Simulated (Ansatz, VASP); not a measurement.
# As: VASP beside Ansatz

The input INCAR:

```
SYSTEM = As
PREC = Accurate ; ENCUT = 520
EDIFF = 1E-6 ; ISMEAR = -1
SIGMA = 0.05 ; LREAL = .FALSE.
LASPH = .TRUE. ; NELM = 100
ALGO = Normal ; ISIF = 2
LWAVE = .FALSE. ; LCHARG = .FALSE.
LNONCOLLINEAR = .TRUE. ; MAGMOM = 0.077 0.104 0.011
LORBIT = 11
```

Contents of KPOINTS:

```
regular mesh
0
G
  7 7 7
  0 0 0
```

File POSCAR:

```
As
1.0
    2.7036817444      0.0000000000      0.0000000000
    0.0000000000      2.7036817444      0.0000000000
    0.0000000000      0.0000000000      2.7036817444
As
1
Cartesian
    1.3518408722      1.3518408722      1.3518408722
```

Contents of input.yaml:

```yaml
crystal:
  lattice:
    - [2.7036817444, 0.0, 0.0]
    - [0.0, 2.7036817444, 0.0]
    - [0.0, 0.0, 2.7036817444]
  atoms:
    - { symbol: As, position: [0.5, 0.5, 0.5], spin: 0.13, spin_axis: [0.077, 0.104, 0.011] }
hamiltonian:
  xc: lda
  pseudopotentials: { kind: paw }
magnetization:
  noncollinear: true
  spin_orbit: false
kpoints:
  mp_grid: { grid: [7, 7, 7] }
scf:
  occupations: { method: fermi_dirac, width: 0.05 }
output:
  forces: true
  stress: true
  eigenvalues: true
  bader: true
  populations: intrinsic
```

This isn't the form of As at room conditions, which is rhombohedral.

Alike in both runs: task atomic charges; functional LDA; k mesh 7 × 7 × 7; occupations fermi-dirac, width 0.05 eV; non-collinear spin, random start.

|  | VASP | Ansatz |
| --- | --- | --- |
| version | VASP 6.6.1 | Ansatz 0.2.0 |
| potentials or method | VASP PAW LDA potentials, release 64 (As) | Ansatz PAW |
| plane-wave cutoff (eV) | 520 | 420 |
| valence electrons in the cell | 5 | 15 |

Ansatz gave:

```
gap on the k mesh at the Fermi level (eV) : none
pressure (GPa)                            : -2.9
net moment per atom (μB)                  : 0.00
```

**Question.** Estimate VASP's values.

**Answer.** gap on the k mesh at the Fermi level (eV): none; pressure (GPa): -2.5; net moment per atom (μB): 0.00.

A gap of «none» marks a metal or a gap that the smearing closes. The two sets of potentials don't hold the same shells in valence.

Caveats: the PAW data sets come from PBE, with cores solved anew for the run's functional, which leaves a small shift of forces and pressure (Ansatz); the starting moments weren't kept (Ansatz).
